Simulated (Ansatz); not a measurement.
An element in the bcc structure gives these cold pressures by all-electron LAPW under PBE (Ansatz 0.2.0, scalar-relativistic, no spin polarisation).

```tsv
V (Å³/atom)	P (GPa)
36.15	0.00
34.34	1.32
30.73	5.66
27.11	13.92
23.50	30.1
19.88	63.3
16.27	135.1
14.46	200.5
```

Which element is it?

I. Its zero-pressure volume in this structure is near 36.1 Å³/atom; the volume and the steepness of P(V) together point to it, though neighbours can come close. Neighbours weren't tried against these numbers.
